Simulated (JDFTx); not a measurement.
Crystal: Be2C.

```
C Be
1.0
     0.00000    2.16500    2.16500
     2.16500    0.00000    2.16500
     2.16500    2.16500    0.00000
C Be
1 2
Direct
  0.00000 0.00000 0.00000
  0.75000 0.75000 0.75000
  0.25000 0.25000 0.25000
```

```yaml
Program: JDFTx 1.7.0 (patched build)
Task: single point
Functional: PBE
Potentials_or_basis: PseudoDojo-SR-PBE-0.5-standard
Cutoff: 1197 eV
Density_cutoff: 9578 eV
k_mesh: 11 × 11 × 11
Occupations: fermi-dirac, width 0.05 eV
Spin: no spin polarisation
```

On this cell: pressure 0.6 GPa; largest force zero by symmetry; band gap on the k mesh 1.27 eV, indirect (least direct gap 4.17 eV).

The same run follows on a disturbed copy (atoms moved at random, drawn with an rms of 0.05 Å):

```
CELL_PARAMETERS angstrom
0.00000 2.16500 2.16500
2.16500 0.00000 2.16500
2.16500 2.16500 0.00000
ATOMIC_POSITIONS crystal
C 0.99721 0.00135 0.01329
Be 0.74777 0.75992 0.75858
Be 0.25366 0.25076 0.25314
```

Q: What changes?

A: The energy moves by +2.1 meV/atom; pressure 0.7 GPa; largest force 0.298 eV/Å; band gap on the k mesh 1.18 eV, indirect (least direct gap 4.08 eV).

Forces in eV/Å, atoms in the order of the input:
```
C   -0.083 -0.081  0.170
Be  -0.213  0.050 -0.144
Be   0.295  0.031 -0.026
```

Stress tensor (GPa, compression positive):
```
 0.86 -0.08 -0.03
-0.08  0.65 -0.49
-0.03 -0.49  0.66
```

Caveats: an odd mesh through Γ misses points on the zone boundary, where band edges often lie.
